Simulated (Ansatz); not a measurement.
**Ga under changes of volume**

One of the cells (18.543 Å³/atom); the others are scaled copies at fixed shape and fractional positions:

```
Ga
1.0
     1.38300   -4.02650    0.00000
     1.38300    4.02650    0.00000
    -0.11745    0.00000    3.32993
Ga
2
Direct
  0.13100 0.86900 0.75000
  0.86900 0.13100 0.25000
```

This isn't the form of Ga at room conditions, which is orthorhombic.

- Program: Ansatz 0.2.0
- Functional: PBE0
- Potentials or basis: Ansatz PAW
- Cutoff: 420 eV (not typed: the program's choice for these potentials)
- k mesh: 6 × 6 × 4
- Occupations: fermi-dirac, width 0.05 eV
- Spin: no spin polarisation

| volume (Å³/atom) | energy over the lowest point (meV/atom) | pressure (GPa) | largest force (eV/Å) |
| --- | --- | --- | --- |
| 17.431 | 4.83 | 2.6 | 0.446 |
| 17.801 | 0.72 | 1.0 | 0.433 |
| 18.172 | 0.00 | -0.4 | 0.420 |
| 18.543 | 2.25 | -1.6 | 0.406 |
| 18.914 | 7.06 | -2.6 | 0.391 |
| 19.285 | 14.05 | -3.3 | 0.371 |
| 19.656 | ? | ? | ? |

**Question.** What does the run at 19.656 Å³/atom give?

**Answer.** Energy over the lowest point 22.63 meV/atom; pressure -4.1 GPa; largest force 0.355 eV/Å.

Worked out: A Birch-Murnaghan fit of order 3 (a polynomial in V^(-2/3)) to the other rows has its minimum at 18.07 Å³/atom with B0 = V·E''(V) = 65 GPa and B' = 6.1 at fixed shape and positions, which overstates the stiffness. It gives 22.94 meV/atom at 19.656 Å³/atom, against the run's 22.63, and -dE/dV = -4.2 GPa, against -4.1.

Energies are extrapolated to zero smearing.

Caveats: all runs use coarse meshes; the PAW data sets come from PBE, with cores solved anew for the run's functional, which leaves a small shift of forces and pressure; the thresholds are loose for stress.
